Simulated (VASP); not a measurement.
TiPt3, 4 atoms in the cell. It takes space group Pm-3m (No. 221, cubic). Conventional cell: a = 3.844 Å, b = 3.844 Å, c = 3.844 Å, α = 90.00°, β = 90.00°, γ = 90.00°. Around Ti (site symmetry m-3m) lie 12 Pt at 2.72 Å. Around Pt (site symmetry 4/mmm) lie 4 Ti at 2.72 Å and 8 Pt at 2.72 Å. 

- Program: VASP 6.6.1
- Task: single point
- Functional: r2SCAN
- Potentials or basis: VASP PAW PBE potentials, release 64 (Ti_sv, Pt)
- Cutoff: 520 eV
- k mesh: 6 × 6 × 6
- Occupations: methfessel-paxton, width 0.1 eV
- Spin: no spin polarisation
- Dipole correction: no
- Further INCAR settings: ALGO = Normal; EDIFF = 1e-07; NBANDS = 29

Potentials or basis: VASP PAW PBE potentials, release 64 (Ti_sv, Pt).

Run with:

```bash
$ cat potpaw_PBE.64/Ti_sv/POTCAR potpaw_PBE.64/Pt/POTCAR > POTCAR
$ cp INCAR.step1 INCAR
$ mpirun -np 1 vasp_std > vasp.out
$ cp INCAR.step2 INCAR
$ mpirun -np 1 vasp_std > vasp.out
```

Hardware: 1 thread of Intel(R) Xeon(R) Platinum 8375C CPU @ 2.90GHz (Ice Lake), with other jobs on the host.

How long does it take, and how much memory?

It took 96 s on 1 thread of Intel(R) Xeon(R) Platinum 8375C CPU @ 2.90GHz (Ice Lake), on a shared host, peak memory 0.19 GiB. Counts: scf iterations 12, k points 20.
